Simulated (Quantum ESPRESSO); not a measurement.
Crystal: KI.

```
I K
1.0
     0.00000    3.53277    3.53277
     3.53277    0.00000    3.53277
     3.53277    3.53277    0.00000
I K
1 1
Direct
  0.50000 0.50000 0.50000
  0.00000 0.00000 0.00000
```

Base run:

```yaml
Program: Quantum ESPRESSO 7.5
Functional: r2SCAN
Potentials_or_basis: SG15 PBE 1.2
Cutoff: 1020 eV
Density_cutoff: 4082 eV
k_mesh: 5 × 5 × 5
Occupations: fermi-dirac, width 0.05 eV
Spin: no spin polarisation
```

Its results: band gap on the k mesh 4.57 eV, direct; pressure -0.1 GPa.

Task: The run is repeated on the same cell with these changes: functional from r2SCAN to PBE; k mesh from 5 × 5 × 5 to 4 × 4 × 4. What comes out?

Result: Band gap on the k mesh 3.96 eV, direct; pressure 0.6 GPa.

Several settings changed at once, so the effect can't be laid on one alone.

Caveats: spin-orbit coupling is left out, which moves the levels of the heavy elements; the potentials were made for another functional, which shifts forces and pressure (some runs).
